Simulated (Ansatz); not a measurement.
Hf on a Si site in Si: how large a cell?

Plane-wave DFT in Ansatz, PBE, scalar-relativistic PAW potentials, cutoff 420 eV, no spin-orbit coupling; collinear spin where a cell may carry moments. Host: Si in space group Fd-3m. Neutral defect, atoms relaxed at the host's cell, energies from the elements' reference phases (gases as molecules).

| host atoms | k mesh | shortest repeat (Å) | moment (μB) | E_f (eV) |
| --- | --- | --- | --- | --- |
| 8 | 3×3×3 | 5.5 | 0.0 | 2.79 |
| 16 | 4×4×4 | 7.7 | 0.0 | 2.76 |
| 40 | 2×2×2 | 10.2 | 0.0 | ? |

Task: Extrapolate in 1/N and predict the largest cell.

Result: Strain fields of a neutral defect interact as 1/volume, so try E = E∞ + c/N. The smaller cells give E∞ = 2.73 eV and c = 0.48 eV, hence 2.74 eV at N = 40; the run gave 2.39 eV. The miss is 0.35 eV, too much for the law to hold: at least one of the cells has partly filled bands, so its shape and k points matter, which 1/N doesn't describe. The last step changes E_f by 0.37 eV; what is still open can be larger.

Cost: about 20 core-minutes for the runs cited, on Intel Xeon 6975P-C (Granite Rapids), Arm Neoverse V1 (shared hosts).